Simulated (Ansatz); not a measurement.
# NiO: is there a lower state than plain starts find?

Plain starts of NiO have been run. Do the further runs listed below go lower? NiO is taken in its deposited structure (space group Fm-3m, primitive cell doubled), 4 atoms in the cell. Source: COD entry 1010095, which need not be the ambient phase.

Program: Ansatz 0.2.0. Level of theory: DFT HSE06, PAW, plane waves, scalar-relativistic. These are calculated values, not measurements.

## Step 1: Starting point

It takes space group Fm-3m (No. 225, cubic). The conventional cell has a = 4.180 Å, b = 4.180 Å, c = 4.180 Å, α = 90.00°, β = 90.00°, γ = 90.00°. Ni (site symmetry m-3m) has 6 O at 2.09 Å in its first shell of neighbours. O (site symmetry m-3m) has 6 Ni at 2.09 Å in its first shell of neighbours.

As a file:

```
CELL_PARAMETERS angstrom
4.18000 2.09000 2.09000
2.09000 4.18000 2.09000
2.09000 2.09000 4.18000
ATOMIC_POSITIONS crystal
Ni 0.25000 0.25000 0.25000
Ni 0.75000 0.75000 0.75000
O 0.00000 0.00000 0.00000
O 0.50000 0.50000 0.50000
```

Atoms are counted from 1 in the order of input.yaml (O4 and so on).

Known so far: 7 plain starts ended in 3 states. The lowest came from “opposed moments +-, plain SCF [Ni1 2.00, Ni2 -2.00 μB]”: antiferromagnetic, site moments Ni1 1.68, Ni2 -1.68 μB, total 0.00 μB per cell, a gap of 4.49 eV on the k-mesh, free energy -12810.6081 eV.

Runs to come: opposed moments +-, default search level; the moments typed in its input, symmetry off, plain SCF; the moments typed in its input, standard search level.

“Plain SCF” means no search for lower states. Under a hybrid the search levels only allow a further exchange loop from another filling of the frontier levels; the end state isn't tested for a lower one. Iterations are summed over the PBE start and the exchange cycles. 

The total moment includes the space between the atomic spheres.

## Step 2: Opposed moments +-, default search level

File input.yaml:

```yaml
crystal:
  lattice:
    - [4.18, 2.09, 2.09]
    - [2.09, 4.18, 2.09]
    - [2.09, 2.09, 4.18]
  atoms:
    - { symbol: Ni, position: [0.25, 0.25, 0.25], spin: 2.0 }
    - { symbol: Ni, position: [0.75, 0.75, 0.75], spin: -2.0 }
    - { symbol: O, position: [0.0, 0.0, 0.0] }
    - { symbol: O, position: [0.5, 0.5, 0.5] }
magnetization:
  spin_polarized: true
hamiltonian:
  xc: hse06
  pseudopotentials: { kind: paw }
basis:
  ecutwfc: 420
kpoints:
  mp_grid: { grid: [4, 4, 4] }
scf:
  occupations: { method: fermi_dirac, width: 0.05 }
output:
  forces: true
  stress: true
```

The run is started by

```bash
ansatz run input.yaml --threads 4 --pin off --max-ram 10240MiB --backend cpu --events-out ev --progress --plain --runs-dir out
```

Log, shortened:

```text
Warning: output.stress: scf.convergence.dr2_threshold = 1e-7 eV (the SCF's general default) is looser than the 4e-10 eV advised for a printed stress (1e-10 eV for each atom of the cell: 4). What an SCF threshold leaves in a stress goes as its square root, and in the free energy as the [...]
Warning: output.stress: scf.exx.energy_threshold = 1e-6 eV is looser than the 4e-8 eV advised for a stress under a hybrid functional (1e-8 eV for each atom of the cell: 4). Every SCF of the exchange loop can meet its threshold on dr2 while the loop round them stops early: no threshold on [...]
basis.fft_grid_basis auto: the FFT boxes are laid along the combinations [[1, 0, -1], [0, 1, -1], [0, 0, 1]] of the cell's own vectors, 2.956, 2.956 and 5.119 Å long. The dense box has 20×20×36 points. Along the cell's own vectors, as sized, it would have 36×36×36, 3.24 times as many. [...]
Pseudopotentials: kind: paw
Pseudopotential: Ni, paw, valence charge 18, recommended cutoff 420 eV (normal), Ni.paw.azcp
Pseudopotential: O, paw, valence charge 6, recommended cutoff 420 eV (normal), O.paw.azcp
Functional definition: HSE06
[...]
Crystal: 4 atoms, lattice volume = 36.517 Å³
Basis set: ecut = 420 eV, 707 PW (Γ), FFT grids on a1−a3, a2−a3, a3, exchange–correlation on 40×40×72 points (8 copies of the dense FFT grid, shifted against one another)
Bands: 32, of which v1, the nominal top of the filled ones, is band 24 counted from 1 (23 counted from 0)
Symmetry: 12 space group operations
Space group: R-3m (ITA 166), of the structure as read, at distance tolerance 3.3e-5 Å
Magnetic group: BNS 166.102 (UNI 1332), of the structure as read, at distance tolerance 3.3e-5 Å
k-points: 13 of 64
[...]
SCF 1 stopped early in 13 iterations: F = -12811.847228 eV  dr2 = 1.10e-5
[...]
Starting moments: Σ|m| = 4 μB on 2 of 4 sites; this step starts from the density that it was given
[...]
Frozen-core exchange: fock
[...]
SCF 2 stopped early in 6 iterations: F = -12810.610706 eV  dr2 = 5.28e-5
[...]
hybrid outer 1: dexx = +3.170e-1 eV, tail = 1.09e-3 eV
[... 1 line as in an earlier run ...]
Frozen-core exchange: fock
[...]
hybrid outer 2: dexx = +1.734e-5 eV, tail = 1.07e-6 eV, Δε = 1.64e-2 eV (about 6.23e-4 eV left of the loop's levels), ΔF = 1.67e-3 eV/Å (tail 9.06e-4)
[... 1 line as in an earlier run ...]
Frozen-core exchange: fock
[...]
SCF iter   6: F=-12810.608104 eV  HF=-12810.608104 eV  |F-HF|=2.36e-11  |Δ(HF+E_count)|=  1.62e-10  Δρ=2.30e-7 (↑1.97e-7 ↓2.30e-7)  dr2=2.99e-11  dr2_m=2.39e-12  M=0.000 μB ∫|m|=3.678 μB  ethr=1.45e-12 (applied; sched 1.28e-12)  ⟨swp⟩=3.1  Hψ=1635  notcnv=0  defer=1
[...]
hybrid outer 3: dexx = +3.331e-8 eV, tail = 3.32e-10 eV, Δε = 4.98e-4 eV (about 1.66e-5 eV left of the loop's levels), ΔF = 1.02e-4 eV/Å (tail 3.68e-5)
this state was not tested for a lower state beside it, because the functional holds exact exchange (a hybrid, or Hartree-Fock), whose exchange loop this test does not read (fock_operator); [...]
hybrid SCF converged: 3 outer / 21 inner (+13 warm-up), last move |dexx| = 3.33e-8 eV, tail = 3.32e-10 eV
Magnetization: 0.0000 μB (24.0000 up, 24.0000 down)
Absolute magnetization: 3.6755 μB (∫|ρ↑−ρ↓|, with the PAW one-centre terms)
Spin contamination: 1.9266 ħ² per cell (⟨S²⟩ above its minimum at these occupations)
Per-site moments (μB) at R_I (Å): [(1.6808350112564185, 0.8621249999999999), (-1.6808350427889418, 0.8621249999999999), (9.149501120687132e-8, 0.8621249999999999), (9.149501093233762e-8, 0.8621249999999999)]
Free energy (F): -12810.608104 eV
Frozen-core exchange: fock
[...]
E sigma→0 (E₀):  -12810.608104 eV
Fermi energy:    14.421712 eV
[... 34 lines left out: energy terms, forces, stress, bands ...]
```

Wall time 19 s (4 threads of Arm Neoverse V1, shared host); peak memory 0.78 GiB.

The run ends in the same state as step 1 (antiferromagnetic); it took 34 iterations.

Under exact exchange the program makes no test for lower states, so this run searched nothing.

## Step 3: The moments typed in its input, symmetry off, plain SCF

Edit input.yaml of step 2 so:

```diff
@@ -10,2 +10,3 @@
     - { symbol: O, position: [0.5, 0.5, 0.5] }
+  symmetry: { detect: false, time_reversal: true }
 magnetization:
@@ -21,2 +22,3 @@
   occupations: { method: fermi_dirac, width: 0.05 }
+  lower_state_search: "off"
 output:
@@ -24 +26,5 @@
   stress: true
+  write_density: true
+  write_potential: true
+  elf: true
+  volumetric_format: npy
```

The run is started by

```bash
ansatz run input.yaml --threads 4 --pin off --max-ram 10240MiB --backend cpu --events-out ev --progress --plain --runs-dir out
```

Log, shortened:

```text
[... 2 lines as in an earlier run ...]
basis.fft_grid_basis auto: the FFT boxes are laid along the combinations [[1, -1, 0], [0, 1, 0], [0, -1, 1]] of the cell's own vectors, 2.956, 5.119 and 2.956 Å long. The dense box has 20×36×20 points. Along the cell's own vectors, as sized, it would have 36×36×36, 3.24 times as many. [...]
[... 10 lines as in an earlier run ...]
Basis set: ecut = 420 eV, 707 PW (Γ), FFT grids on a1−a2, a2, −a2+a3, exchange–correlation on 40×72×40 points (8 copies of the dense FFT grid, shifted against one another)
[... 1 line as in an earlier run ...]
Symmetry: 1 space group operations
k-points: 36 of 64 (time reversal used)
[... 8 lines as in an earlier run ...]
Starting moments: Σ|m| = 4 μB on 2 of 4 sites
[... 2 lines as in an earlier run ...]
[...]
hybrid outer 3: dexx = +3.330e-8 eV, tail = 3.16e-10 eV, Δε = 4.98e-4 eV (about 1.67e-5 eV left of the loop's levels), ΔF = 1.22e-4 eV/Å (tail 4.43e-5)
this state was not tested for a lower state beside it, because the functional holds exact exchange (a hybrid, or Hartree-Fock), whose exchange loop this test does not read (fock_operator); [...]
hybrid SCF converged: 3 outer / 21 inner (+10 warm-up), last move |dexx| = 3.33e-8 eV, tail = 3.16e-10 eV
Magnetization: 0.0000 μB (24.0000 up, 24.0000 down)
Absolute magnetization: 3.6755 μB (∫|ρ↑−ρ↓|, with the PAW one-centre terms)
Spin contamination: 1.9266 ħ² per cell (⟨S²⟩ above its minimum at these occupations)
Per-site moments (μB) at R_I (Å): [(1.6808350180280307, 0.8621249999999999), (-1.6808350468385824, 0.8621249999999999), (1.0708456202511268e-7, 0.8621249999999999), (1.0892944268010532e-7, 0.8621249999999999)]
Free energy (F): -12810.608104 eV
Frozen-core exchange: fock
[...]
E sigma→0 (E₀):  -12810.608104 eV
Fermi energy:    14.421712 eV
[... 34 lines left out: energy terms, forces, stress, bands ...]
```

It took 42 s on 4 threads of Arm Neoverse V1, shared host; peak memory 1.1 GiB.

This is the state of step 1 again (antiferromagnetic), after 31 iterations.

## Step 4: The moments typed in its input, standard search level

Edit input.yaml of step 3 so:

```diff
@@ -10,3 +10,2 @@
     - { symbol: O, position: [0.5, 0.5, 0.5] }
-  symmetry: { detect: false, time_reversal: true }
 magnetization:
@@ -22,3 +21,3 @@
   occupations: { method: fermi_dirac, width: 0.05 }
-  lower_state_search: "off"
+  lower_state_search: standard
 output:
```

The run is started by

```bash
ansatz run input.yaml --threads 4 --pin off --max-ram 10240MiB --backend cpu --events-out ev --progress --plain --runs-dir out
```

Log, shortened:

```text
[... 3 lines as in an earlier run ...]
the run goes by scf.lower_state_search standard: where its kind and settings allow, a search for a lower-energy state can add stability tests and further SCF calculations, which can take several times, in some runs tens of times, as long as the SCF (see the manual's entry of the key); [...]
[... 24 lines as in an earlier run ...]
Starting moments: Σ|m| = 4 μB on 2 of 4 sites
Starting magnetic order: antiferromagnet; a translation exchanges its spin sublattices: spin-degenerate at every k-point
[... 3 lines as in an earlier run ...]
SCF iter   1: F=—  HF=-12817.400686 eV  |F-HF|=—  |Δ(HF+E_count)|=         —  Δρ=2.70e-1 (↑2.70e-1 ↓2.70e-1)  dr2=5.31e1  dr2_m=8.63e0  M=0.000 μB ∫|m|=1.019 μB  β_m=0.30  ethr=1.00e-1  ⟨swp⟩=6.1  Hψ=2346  notcnv=0
[...]
[... 1 line as in an earlier run ...]
[...]
hybrid outer 3: dexx = +3.278e-8 eV, tail = 3.58e-10 eV, Δε = 5.08e-4 eV (about 1.69e-5 eV left of the loop's levels), ΔF = 1.04e-4 eV/Å (tail 3.78e-5)
this state was not tested for a lower state beside it, because the functional holds exact exchange (a hybrid, or Hartree-Fock), whose exchange loop this test does not read (fock_operator); [...]
hybrid SCF converged: 3 outer / 21 inner (+12 warm-up), last move |dexx| = 3.28e-8 eV, tail = 3.58e-10 eV
Magnetization: 0.0000 μB (24.0000 up, 24.0000 down)
Absolute magnetization: 3.6755 μB (∫|ρ↑−ρ↓|, with the PAW one-centre terms)
Spin contamination: 1.9266 ħ² per cell (⟨S²⟩ above its minimum at these occupations)
Per-site moments (μB) at R_I (Å): [(1.6808349443313615, 0.8621249999999999), (-1.6808349819304687, 0.8621249999999999), (9.369196468738057e-8, 0.8621249999999999), (9.36919644478063e-8, 0.8621249999999999)]
Free energy (F): -12810.608104 eV
Frozen-core exchange: fock
[...]
E sigma→0 (E₀):  -12810.608104 eV
Fermi energy:    14.421712 eV
[... 34 lines left out: energy terms, forces, stress, bands ...]
```

Wall time 19 s (4 threads of Arm Neoverse V1, shared host); peak memory 0.79 GiB.

The run ends in the same state as step 1 (antiferromagnetic); it took 33 iterations.

Under exact exchange the program makes no test for lower states, so this run searched nothing.

## Step 5: The runs side by side

| step | iterations | state | moments of Ni1 Ni2 (μB) | total (μB) | gap (eV) | pressure (GPa) | above lowest (meV/atom) |
| --- | --- | --- | --- | --- | --- | --- | --- |
| 1 | 32 | 1 | 1.68 -1.68 | 0.00 | 4.49 | -0.8 | 0.0 |
| 2 | 34 | 1 | 1.68 -1.68 | 0.00 | 4.49 | -0.8 | 0.0 |
| 3 | 31 | 1 | 1.68 -1.68 | 0.00 | 4.49 | -0.8 | 0.0 |
| 4 | 33 | 1 | 1.68 -1.68 | 0.00 | 4.49 | -0.8 | 0.0 |

States are numbered from the lowest. Starts by step: 2 opposed moments +-, default search level; 3 the moments typed in its input, symmetry off, plain SCF; 4 the moments typed in its input, standard search level. Step 1 is the best of the earlier plain starts.

The 3 runs of this session took 80 s in all, from 19 s to 42 s each.

Decimal logarithm of the largest residual (eV) by iteration, counted through all cycles of a run:

| iteration | step 2 | step 3 | step 4 |
| --- | --- | --- | --- |
| 1 | 1.7 | 1.7 | 1.7 |
| 2 | 0.0 | 0.1 | 0.0 |
| 3 | -0.5 | 0.0 | -0.5 |
| 4 | -1.0 | -0.2 | -1.0 |
| 5 | -1.0 | -1.2 | -1.0 |
| 7 | -1.3 | -1.0 | -1.2 |
| 10 | -3.5 | -4.2 | -2.6 |
| 13 | -5.0 | -1.6 | -0.4 |
| 16 | -1.5 | -4.1 | -2.1 |
| 19 | -4.3 | -5.9 | -4.5 |
| 22 | -6.0 | -7.5 | -6.5 |
| 25 | -7.4 | -9.4 | -8.0 |
| 28 | -9.6 | -8.2 | -7.3 |
| 31 | -8.2 | -10.5 | -8.3 |
| 34 | -10.5 | - | - |

## Step 6: Summary of results

```
         quantity                                                      value
  distinct states  1 from 4 converged runs, the best start of step 1 counted
     lowest state                                          antiferromagnetic
      its moments                                     Ni1 1.68, Ni2 -1.68 μB
     total moment                                           0.00 μB per cell
gap on the k-mesh                                                    4.49 eV
         pressure                                                   -0.8 GPa
    largest force                                                 0.000 eV/Å
```

Nothing lower turns up: the best plain start stands. 4 runs converged, all to one state. These are lowest states among those tried, not proven ground states. The mesh is coarse, so energy differences (and at times their sign) aren't converged.
